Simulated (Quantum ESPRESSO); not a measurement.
Crystal: Rb.

```
CELL_PARAMETERS angstrom
-2.80250 2.80250 2.80250
2.80250 -2.80250 2.80250
2.80250 2.80250 -2.80250
ATOMIC_POSITIONS crystal
Rb 0.00000 0.00000 0.00000
```

| Item | Value |
| --- | --- |
| Program | Quantum ESPRESSO 7.5 |
| Task | single point |
| Functional | PBEsol |
| Potentials or basis | GBRV 1.5 PBEsol |
| Cutoff | 612 eV |
| Density cutoff | 4898 eV |
| k mesh | 7 × 7 × 7 |
| Occupations | fermi-dirac, width 0.05 eV |
| Spin | no spin polarisation |

On this cell: pressure -0.1 GPa; band gap on the k mesh none (metal or under the smearing width).

The same run follows on a disturbed copy (cell strained at random at fixed volume):

```xyz
1
Lattice="-2.9209 2.8264 2.7124 2.9163 -2.8591 2.7405 2.8433 2.7815 -2.7451" Properties=species:S:1:pos:R:3 pbc="T T T"
Rb   -0.0374    0.0067    0.0065
```

Question: What changes?

Answer: The energy (extrapolated to zero smearing) moves by +0.1 meV/atom; pressure -0.1 GPa; band gap on the k mesh none (metal or under the smearing width).

Stress tensor (GPa, compression positive):
```
-0.04  0.07  0.01
 0.07 -0.06  0.03
 0.01  0.03 -0.09
```
